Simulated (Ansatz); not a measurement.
Crystal: Pb.

```
Pb
1.0
    -1.97966    1.97966    1.97966
     1.97966   -1.97966    1.97966
     1.97966    1.97966   -1.97966
Pb
1
Direct
  0.00000 0.00000 0.00000
```

This isn't the form of Pb at room conditions, which is fcc.

| Item | Value |
| --- | --- |
| Program | Ansatz 0.2.0 |
| Task | relaxation of cell and atoms |
| Functional | RPBE |
| Potentials or basis | Ansatz PAW |
| Cutoff | 420 eV (not typed: the program's choice for these potentials) |
| k mesh | 9 × 9 × 9 |
| Occupations | fermi-dirac, width 0.05 eV |
| Spin | no spin polarisation |

At the start: volume 31.03 Å³/atom.

**Question.** Where does the relaxation end?

**Answer.** It ends after 4 steps and the volume is 32.97 Å³/atom (+6.2 %); space group Im-3m (No. 229, to 0.05 Å).

Step by step:
```tsv
step	energy change (eV)	largest force (eV/Å)	volume (Å³)
1	0.0000	0.0000	31.03
2	-0.0129	0.0000	32.70
3	-0.0132	0.0000	32.97
4	-0.0134	0.0000	32.97
```

Final structure:
```
CELL_PARAMETERS angstrom
-2.02003 2.02003 2.02003
2.02003 -2.02003 2.02003
2.02003 2.02003 -2.02003
ATOMIC_POSITIONS crystal
Pb 0.00000 0.00000 0.00000
```

Caveat: the plane-wave basis is chosen anew once the cell has moved, so the energies of steps on either side of that aren't comparable; the PAW data sets come from PBE, with cores solved anew for the run's functional, which leaves a small shift of forces and pressure.
